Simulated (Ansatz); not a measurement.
InN (zinc blende)

```
InN
1.0
    0.00000     2.49960     2.49960
    2.49960     0.00000     2.49960
    2.49960     2.49960     0.00000
N In
1 1
Direct
  0.75000   0.75000   0.75000
  0.00000   0.00000   0.00000
```

These are r2SCAN (plane waves to 500 eV, PAW, scalar-relativistic; Ansatz, a quantum-chemistry and plane-wave program) values and carry that method's errors. Harmonic phonons by density-functional perturbation theory on a 12×12×12 k mesh, in cm⁻¹ and rounded to 5; i marks imaginary ones, q is in fractions of the reciprocal vectors of the cell shown, and the three acoustic modes at Γ are left out. At this level the bands of InN touch or barely overlap; measurements give the solid a gap. InN was relaxed with its symmetry unable to fall.

Problem. Does any mode at Γ, L = (0.5, 0.0, 0.0), X = (0.5, 0.5, 0.0) come out imaginary?

Solution. No imaginary mode at these points (lowest 85 cm⁻¹ at L = (0.5, 0.0, 0.0)); other wave vectors were not tested.

Problem. Predict the phonon wavenumbers at Γ, L = (0.5, 0.0, 0.0), X = (0.5, 0.5, 0.0).

Solution. 
```tsv
q	wavenumbers (cm⁻¹)
Γ	460 (×3)
L = (0.5, 0.0, 0.0)	85 (×2), 230, 485 (×2), 580
X = (0.5, 0.5, 0.0)	120 (×2), 230, 520 (×2), 575
```
